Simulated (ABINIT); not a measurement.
# AlAs (F-43m): G0W0 in ABINIT against the k mesh, part 2 of 2

How does the gap of AlAs (F-43m) converge in the k mesh?

ABINIT 10.8.3; PBE and many-body steps on it, plane waves. Known limits of the many-body steps: not at the basis limit; exchange with frozen shells missing; no spin-orbit coupling; coarse k mesh.

So far. Step 5 (Empty states on the mesh, 8×8×8 mesh, 90 bands): On this mesh the gap is 1.436 eV. Step 6 (Screening, 2×2×2 mesh, 82 bands, screening to 163.3 eV): Local fields lower ε∞ by 15 %. On a Γ-centred mesh this coarse the value itself is usually too large, while a short band sum pulls it down.

## Step 8: Screening, 4×4×4 mesh, 82 bands, screening to 163.3 eV

This step: RPA screening on PBE, plane waves, norm-conserving pseudopotentials.

run.abi

```
acell 3*1.0 Angstrom
rprim 
  -0.000000000000 2.830400000000 2.830400000000
  2.830400000000 0.000000000000 2.830400000000
  2.830400000000 2.830400000000 0.000000000000
ntypat 2
znucl 13 33
natom 2
typat 1 2
xred 
  0.000000000000 0.000000000000 0.000000000000
  0.250000000000 0.250000000000 0.250000000000
pp_dirpath "pseudos"
pseudos "Al.upf, As.upf"
ecut 38
ngkpt 4 4 4
nshiftk 1
shiftk 0 0 0
kptopt 1
chksymbreak 0
istwfk *1
occopt 1
irdwfk 1
optdriver 3
nband 82
ecuteps 6
inclvkb 2
awtr 1
symchi 1
indata_prefix "in"
outdata_prefix "out"
tmpdata_prefix "tmp"
```

The run is started by

```sh
OMP_NUM_THREADS=1 mpirun -n 8 abinit run.abi > log
```

Numbers of over 12 decimals in the logs are rounded to 6 here.

Output:

```text
.Version 10.8.3 of ABINIT. v10.8.2 released Aug 2026.

 Symmetries : space group F-4 3 m (#216); Bravais cF (face-center cubic)
[... echo of the input left out ...]
== DATASET  1 ==================================================================
-   mpi_nproc: 8, omp_nthreads: 1 (-1 if OMP is not activated)

--- !DatasetInfo
iteration_state: {dtset: 1, }
dimensions: {natom: 2, nkpt: 8, mband: 82, nsppol: 1, nspinor: 1, nspden: 1, mpw: 3479, }
cutoff_energies: {ecut:  38.0, pawecutdg:  -1.0, }
electrons: {nelect:   1.80000000E+01, charge:   0.00000000E+00, occopt:   1.00000000E+00, tsmear:   1.00000000E-02, }

 SCREENING: Calculation of the susceptibility and dielectric matrices

 Based on a program developped by R.W. Godby, V. Olevano, G. Onida, and L. Reining.
 Incorporated in ABINIT by V. Olevano, G.-M. Rignanese, and M. Torrent.
.Using double precision arithmetic ; gwpc =  8

[... cell and pseudopotentials left out ...]
--------------------------------------------------------------------------------

 ==== K-mesh for the wavefunctions ====
 Number of points in the irreducible wedge :     8
[... list of points left out ...]
 Together with 24 symmetry operations and time-reversal symmetry
 yields    64 points in the full Brillouin Zone.

 ==== Q-mesh for the screening function ====
 Number of points in the irreducible wedge :     8
[... list of points left out ...]
 Together with 24 symmetry operations and time-reversal symmetry
 yields    64 points in the full Brillouin Zone.

 setmesh: FFT mesh size selected  =    30x   30x   30
          total number of points  =        27000

 vcoul_init : cutoff-mode = AUXILIARY_FUNCTION
 q-points for optical limit:   1
     1)      0.000010    0.000020    0.000030

- screening: taking advantage of time-reversal symmetry
- Maximum band index for partially occupied states nbvw = 9
- Remaining bands to be divided among processors   nbcw = 73
- Number of bands treated by each node ~9

 Number of electrons calculated from density =   18.0000; Expected =   18.0000
 average of density, n =  0.058817
 r_s =    1.5952
 omega_plasma =   23.3941 [eV]

 calculating chi0 at frequencies [eV] :
  1    0.000000E+00    0.000000E+00
  2    0.000000E+00    2.339413E+01

--------------------------------------------------------------------------------
  q-point number  1        q = ( 0.000000, 0.000000, 0.000000) [r.l.u.]
--------------------------------------------------------------------------------
[... chi0 elements left out ...]
 For q-point:  0.000010 0.000020 0.000030
  dielectric constant =  14.2542
  dielectric constant without local fields =  16.0048

  Average fulfillment of the sum rule on Im[epsilon] for q-point    1 :     56.35  [%]
[... wings left out ...]
  q-point number  2        q = ( 0.250000, 0.000000, 0.000000) [r.l.u.]
--------------------------------------------------------------------------------
[... chi0 elements left out ...]
  Average fulfillment of the sum rule on Im[epsilon] for q-point    2 :     65.79  [%]

 [... 6 further q-points ...]
```

The job ended after 5.2 s (8 MPI ranks of AMD EPYC 9R45, shared host; peak memory 1.3 GiB).

This step gave:

| Quantity | Value |
| --- | --- |
| ε∞ with local fields, on this mesh, along the program's q direction | 14.25 |
| the same without local fields | 16.00 |
| plasma frequency | 23.39 eV |
| plane waves in the screening matrix | 181 |

## Step 9: 4×4×4

The self-energy is evaluated for the states that the input lists, and the levels follow from it, in one-shot runs by the linearised quasiparticle equation.

This step: G0W0 on PBE, plane waves, norm-conserving pseudopotentials.

run.abi: that of step 8 with these lines changed.

```diff
@@ -23,8 +23,17 @@
 irdwfk 1
-optdriver 3
+optdriver 4
 nband 82
+gwcalctyp 0
+ecutsigx 38
+symsigma 1
+nkptgw 2
+kptgw 
+  0.0000000000 0.0000000000 0.0000000000
+  0.5000000000 0.5000000000 0.0000000000
+bdgw 
+  7 13
+  8 11
 ecuteps 6
-inclvkb 2
-awtr 1
-symchi 1
+irdscr 1
+ppmodel 1
 indata_prefix "in"
```

Output:

```text
.Version 10.8.3 of ABINIT. v10.8.2 released Aug 2026.

 Symmetries : space group F-4 3 m (#216); Bravais cF (face-center cubic)
[... echo of the input left out ...]
== DATASET  1 ==================================================================
-   mpi_nproc: 8, omp_nthreads: 1 (-1 if OMP is not activated)

--- !DatasetInfo
iteration_state: {dtset: 1, }
dimensions: {natom: 2, nkpt: 8, mband: 82, nsppol: 1, nspinor: 1, nspden: 1, mpw: 3479, }
cutoff_energies: {ecut:  38.0, pawecutdg:  -1.0, }
electrons: {nelect:   1.80000000E+01, charge:   0.00000000E+00, occopt:   1.00000000E+00, tsmear:   1.00000000E-02, }

 SIGMA: Calculation of the GW corrections

 Based on a program developped by R.W. Godby, V. Olevano, G. Onida, and L. Reining.
 Incorporated in ABINIT by V. Olevano, G.-M. Rignanese, and M. Torrent.
.Using double precision arithmetic ; gwpc =  8

[... cell and pseudopotentials left out ...]
--------------------------------------------------------------------------------

 ==== K-mesh for the wavefunctions ====
 Number of points in the irreducible wedge :     8
[... list of points left out ...]
 Together with 24 symmetry operations and time-reversal symmetry
 yields    64 points in the full Brillouin Zone.

 ==== Q-mesh for screening function ====
 Number of points in the irreducible wedge :     8
[... list of points left out ...]
 Together with 24 symmetry operations and time-reversal symmetry
 yields    64 points in the full Brillouin Zone.

 vcoul_init : cutoff-mode = AUXILIARY_FUNCTION
 q-points for optical limit:   1
     1)      0.000010    0.000020    0.000030
 setmesh: FFT mesh size selected  =    45x   45x   45
          total number of points  =        91125

 Number of electrons calculated from density =   18.0000; Expected =   18.0000
[...]
number of omega for Sigma on real axis              0
 max omega for Sigma on real axis  [eV]           0.00
 zcut for avoiding poles [eV]                     0.10

 EPSILON^-1 parameters (SCR file):
 dimension of the eps^-1 matrix on file            181
 dimension of the eps^-1 matrix used               181
 number of plane-waves for wavefunctions          3479
 number of bands                                    82
 number of q-points in IBZ                           8
 number of frequencies                               2
 number of real frequencies                          1
 number of imag frequencies                          1

 matrix elements of self-energy operator (all in [eV])

 Perturbative Calculation

--- !SelfEnergy_ee
iteration_state: {dtset: 1, }
kpoint     : [   0.000,    0.000,    0.000, ]
spin       : 1
KS_gap     :    2.045
QP_gap     :    3.080
Delta_QP_KS:    1.035
data: !SigmaeeData |
     Band     E0 <VxcDFT>   SigX SigC(E0)      Z dSigC/dE  Sig(E)    E-E0       E
        7   3.572 -12.480 -15.265   1.562   0.783  -0.277 -13.437  -0.957   2.615
        8   3.572 -12.480 -15.265   1.562   0.783  -0.277 -13.437  -0.957   2.615
        9   3.572 -12.480 -15.265   1.562   0.783  -0.277 -13.437  -0.957   2.615
[...]
--- !SelfEnergy_ee
iteration_state: {dtset: 1, }
kpoint     : [   0.500,    0.500,    0.000, ]
spin       : 1
KS_gap     :    3.609
QP_gap     :    4.622
Delta_QP_KS:    1.013
data: !SigmaeeData |
     Band     E0 <VxcDFT>   SigX SigC(E0)      Z dSigC/dE  Sig(E)    E-E0       E
[...]
10   5.009  -8.299  -4.581  -3.705   0.801  -0.248  -8.289   0.010   5.019
       11   5.873  -8.962  -5.073  -3.721   0.798  -0.253  -8.828   0.134   6.008

== END DATASET(S) ==============================================================
================================================================================

 -outvars: echo values of variables after computation  --------
           etotal      0.0000000000E+00
            nband          82
             nkpt           8
          spgroup         216
 [... the other variables as echoed above ...]

 Calculation completed.
```

The job ended after 3.3 s (8 MPI ranks; peak memory 1.3 GiB).

This step gave:

- G0W0 gap on the points computed: 2.404 eV
- starting gap on the mesh: 1.436 eV
- k of the valence top: 0, 0, 0
- k of the conduction bottom: 0.5, 0.5, 0
- Z at the valence top: 0.783
- Z at the conduction bottom: 0.801
- least direct G0W0 gap on the computed points: 3.079 eV

The gap on the mesh goes from 1.44 eV to 2.40 eV, a correction of +0.97 eV.

## Step 10: Screening, 6×6×6 mesh, 82 bands, screening to 163.3 eV

This step: RPA screening on PBE, plane waves, norm-conserving pseudopotentials.

run.abi: that of step 9 with these lines changed.

```diff
@@ -15,3 +15,3 @@
 ecut 38
-ngkpt 4 4 4
+ngkpt 6 6 6
 nshiftk 1
@@ -23,17 +23,8 @@
 irdwfk 1
-optdriver 4
+optdriver 3
 nband 82
-gwcalctyp 0
-ecutsigx 38
-symsigma 1
-nkptgw 2
-kptgw 
-  0.0000000000 0.0000000000 0.0000000000
-  0.5000000000 0.5000000000 0.0000000000
-bdgw 
-  7 13
-  8 11
 ecuteps 6
-irdscr 1
-ppmodel 1
+inclvkb 2
+awtr 1
+symchi 1
 indata_prefix "in"
```

Output:

```text
.Version 10.8.3 of ABINIT. v10.8.2 released Aug 2026.

 Symmetries : space group F-4 3 m (#216); Bravais cF (face-center cubic)
[... echo of the input left out ...]
== DATASET  1 ==================================================================
-   mpi_nproc: 8, omp_nthreads: 1 (-1 if OMP is not activated)

--- !DatasetInfo
iteration_state: {dtset: 1, }
dimensions: {natom: 2, nkpt: 16, mband: 82, nsppol: 1, nspinor: 1, nspden: 1, mpw: 3479, }
cutoff_energies: {ecut:  38.0, pawecutdg:  -1.0, }
[...]
--------------------------------------------------------------------------------
[... chi0 elements left out ...]
 For q-point:  0.000010 0.000020 0.000030
  dielectric constant =  10.1269
  dielectric constant without local fields =  11.4938

  Average fulfillment of the sum rule on Im[epsilon] for q-point    1 :     56.59  [%]
[... wings left out ...]
  q-point number  2        q = ( 0.166667, 0.000000, 0.000000) [r.l.u.]
--------------------------------------------------------------------------------
[... chi0 elements left out ...]
  Average fulfillment of the sum rule on Im[epsilon] for q-point    2 :     68.48  [%]

 [... 14 further q-points ...]
```

Run time: 24 s. Hardware: 8 MPI ranks; peak memory 2 GiB; 3.2 min of CPU time.

Numbers from this step:

- ε∞ with local fields, on this mesh, along the program's q direction: 10.13
- the same without local fields: 11.49
- plasma frequency: 23.39 eV
- plane waves in the screening matrix: 181

## Step 11: 6×6×6

This step: G0W0 on PBE, plane waves, norm-conserving pseudopotentials.

run.abi: that of step 10 with these lines changed.

```diff
@@ -23,8 +23,17 @@
 irdwfk 1
-optdriver 3
+optdriver 4
 nband 82
+gwcalctyp 0
+ecutsigx 38
+symsigma 1
+nkptgw 2
+kptgw 
+  0.0000000000 0.0000000000 0.0000000000
+  0.5000000000 0.5000000000 0.0000000000
+bdgw 
+  7 13
+  8 11
 ecuteps 6
-inclvkb 2
-awtr 1
-symchi 1
+irdscr 1
+ppmodel 1
 indata_prefix "in"
```

Output:

```text
.Version 10.8.3 of ABINIT. v10.8.2 released Aug 2026.

 Symmetries : space group F-4 3 m (#216); Bravais cF (face-center cubic)
[... echo of the input left out ...]
== DATASET  1 ==================================================================
-   mpi_nproc: 8, omp_nthreads: 1 (-1 if OMP is not activated)

--- !DatasetInfo
iteration_state: {dtset: 1, }
dimensions: {natom: 2, nkpt: 16, mband: 82, nsppol: 1, nspinor: 1, nspden: 1, mpw: 3479, }
cutoff_energies: {ecut:  38.0, pawecutdg:  -1.0, }
[...]
Band     E0 <VxcDFT>   SigX SigC(E0)      Z dSigC/dE  Sig(E)    E-E0       E
[...]
10   5.009  -8.331  -4.737  -3.589   0.800  -0.250  -8.327   0.004   5.013
       11   5.873  -8.984  -5.211  -3.618   0.797  -0.254  -8.861   0.123   5.996

== END DATASET(S) ==============================================================
================================================================================

 -outvars: echo values of variables after computation  --------
           etotal      0.0000000000E+00
            nband          82
             nkpt          16
          spgroup         216
 [... the other variables as echoed above ...]

 Calculation completed.
```

Wall time 4.8 s (8 MPI ranks); peak memory 1.6 GiB.

Numbers from this step:

```yaml
g0w0_gap_on_the_points_computed: 2.429 eV
starting_gap_on_the_mesh: 1.436 eV
k_of_the_valence_top: 0, 0, 0
k_of_the_conduction_bottom: 0.5, 0.5, 0
least_direct_g0w0_gap_on_the_computed_points: 3.084 eV
```

Against the run before, the gap moves by +0.025 eV.

## Step 12: Screening, 8×8×8 mesh, 82 bands, screening to 163.3 eV

This step: RPA screening on PBE, plane waves, norm-conserving pseudopotentials.

run.abi: that of step 11 with these lines changed.

```diff
@@ -15,3 +15,3 @@
 ecut 38
-ngkpt 6 6 6
+ngkpt 8 8 8
 nshiftk 1
@@ -23,17 +23,8 @@
 irdwfk 1
-optdriver 4
+optdriver 3
 nband 82
-gwcalctyp 0
-ecutsigx 38
-symsigma 1
-nkptgw 2
-kptgw 
-  0.0000000000 0.0000000000 0.0000000000
-  0.5000000000 0.5000000000 0.0000000000
-bdgw 
-  7 13
-  8 11
 ecuteps 6
-irdscr 1
-ppmodel 1
+inclvkb 2
+awtr 1
+symchi 1
 indata_prefix "in"
```

Output:

```text
.Version 10.8.3 of ABINIT. v10.8.2 released Aug 2026.

 Symmetries : space group F-4 3 m (#216); Bravais cF (face-center cubic)
[... echo of the input left out ...]
== DATASET  1 ==================================================================
-   mpi_nproc: 8, omp_nthreads: 1 (-1 if OMP is not activated)

--- !DatasetInfo
iteration_state: {dtset: 1, }
dimensions: {natom: 2, nkpt: 29, mband: 82, nsppol: 1, nspinor: 1, nspden: 1, mpw: 3479, }
cutoff_energies: {ecut:  38.0, pawecutdg:  -1.0, }
[...]
--------------------------------------------------------------------------------
[... chi0 elements left out ...]
 For q-point:  0.000010 0.000020 0.000030
  dielectric constant =   9.0247
  dielectric constant without local fields =  10.3217

  Average fulfillment of the sum rule on Im[epsilon] for q-point    1 :     56.60  [%]
[... wings left out ...]
  q-point number  2        q = ( 0.125000, 0.000000, 0.000000) [r.l.u.]
--------------------------------------------------------------------------------
[... chi0 elements left out ...]
  Average fulfillment of the sum rule on Im[epsilon] for q-point    2 :     69.57  [%]

 [... 27 further q-points ...]
```

Wall time 1.7 min (8 MPI ranks); peak memory 3.2 GiB.

This step gave:

| Property | Result |
| --- | --- |
| ε∞ with local fields, on this mesh, along the program's q direction | 9.025 |
| the same without local fields | 10.32 |
| plasma frequency | 23.39 eV |
| plane waves in the screening matrix | 181 |

## Step 13: 8×8×8

This step: G0W0 on PBE, plane waves, norm-conserving pseudopotentials.

run.abi: that of step 12 with these lines changed.

```diff
@@ -23,8 +23,17 @@
 irdwfk 1
-optdriver 3
+optdriver 4
 nband 82
+gwcalctyp 0
+ecutsigx 38
+symsigma 1
+nkptgw 2
+kptgw 
+  0.0000000000 0.0000000000 0.0000000000
+  0.5000000000 0.5000000000 0.0000000000
+bdgw 
+  7 13
+  8 11
 ecuteps 6
-inclvkb 2
-awtr 1
-symchi 1
+irdscr 1
+ppmodel 1
 indata_prefix "in"
```

Output:

```text
.Version 10.8.3 of ABINIT. v10.8.2 released Aug 2026.

 Symmetries : space group F-4 3 m (#216); Bravais cF (face-center cubic)
[... echo of the input left out ...]
== DATASET  1 ==================================================================
-   mpi_nproc: 8, omp_nthreads: 1 (-1 if OMP is not activated)

--- !DatasetInfo
iteration_state: {dtset: 1, }
dimensions: {natom: 2, nkpt: 29, mband: 82, nsppol: 1, nspinor: 1, nspden: 1, mpw: 3479, }
cutoff_energies: {ecut:  38.0, pawecutdg:  -1.0, }
[...]
Band     E0 <VxcDFT>   SigX SigC(E0)      Z dSigC/dE  Sig(E)    E-E0       E
[...]
10   5.009  -8.336  -4.777  -3.552   0.800  -0.250  -8.330   0.006   5.015
       11   5.873  -8.987  -5.245  -3.587   0.797  -0.254  -8.864   0.124   5.997

== END DATASET(S) ==============================================================
================================================================================

 -outvars: echo values of variables after computation  --------
           etotal      0.0000000000E+00
            nband          82
             nkpt          29
          spgroup         216
 [... the other variables as echoed above ...]

 Calculation completed.
```

Wall time 7.6 s (8 MPI ranks); peak memory 2.7 GiB; 59 s of CPU time.

This step gave:

```yaml
g0w0_gap_on_the_points_computed: 2.437 eV
starting_gap_on_the_mesh: 1.436 eV
k_of_the_valence_top: 0, 0, 0
k_of_the_conduction_bottom: 0.5, 0.5, 0
least_direct_g0w0_gap_on_the_computed_points: 3.084 eV
```

Against the run before, the gap moves by +0.008 eV.

## Step 14: Side by side

Times are wall times on 8 MPI ranks of AMD EPYC 9R45, shared host, good to a factor of about two. A run's time includes the screening step that it read.

```csv
run,mesh,bands,screening cutoff (eV),DFT gap (eV),gap on the mesh (eV),direct (eV),ε∞ used,time
2×2×2,2×2×2,82,163.3,1.436,2.291,3.086,36.52,4.3 s
4×4×4,4×4×4,82,163.3,1.436,2.404,3.079,14.25,8.6 s
6×6×6,6×6×6,82,163.3,1.436,2.429,3.084,10.13,29 s
8×8×8,8×8×8,82,163.3,1.436,2.437,3.084,9.02,1.9 min
```

## Step 15: Summary of results

```yaml
2x2x2: 2.291 eV
4x4x4: 2.404 eV
6x6x6: 2.429 eV
8x8x8: 2.437 eV
known_limits: not at the basis limit; exchange with frozen shells missing; no spin-orbit coupling; coarse k mesh
```

What this shows: The setting moved: k mesh. From 2×2×2 to 8×8×8 the gap moves by +0.15 eV, for 26 times the time. It holds to 0.03 eV from 6×6×6 on. Bands and screening cutoff are coupled, so a series along one setting does not show full convergence. Bands and cutoff are finite, so the gap is not at the basis limit. The miss can reach some tenths of an eV and take either sign; the mesh is an error of its own. In the G0W0 runs levels were corrected at 2 k points alone, so a gap called «on the mesh» is the least over those, and an edge elsewhere would be missed. The 2×2×2 mesh is coarse for this cell, which bears on the long-range parts of exchange and screening. The norm-conserving file of at least one element keeps a d shell over frozen s and p shells of the same row. Exchange with those shells is missing from the self-energy, an error of 0.3 to 0.9 eV in cases checked, whose sign depends on which edge lies on those atoms. The many-body steps are scalar-relativistic: spin-orbit coupling is not in them.

[Paths, hosts, dates, memory and timing lines, banners, echoed tables and standing remarks are left out of the program output.]

[Logs are printed without paths, hosts, clocks, repeated set-up lines and the standing remarks that a program may print on its own settings, such as how far it seeks lower states.]

[Runs of the session that timed out or met a known fault of the program may be left out.]

[Hosts, paths, dates, database ids (printed as entryN), source tags and the programs' standing remarks are cut or masked in the printed files.]

[G0W0 gaps are taken among the corrected bands and points alone; a level outside them can change the order at an edge.]

[Where Ansatz stands beside ABINIT at settings called matched, ABINIT's density can come from a denser mesh and the files from another edition; pairs whose starting gaps differed by over 0.03 eV were left out, so agreement reads better than it is.]
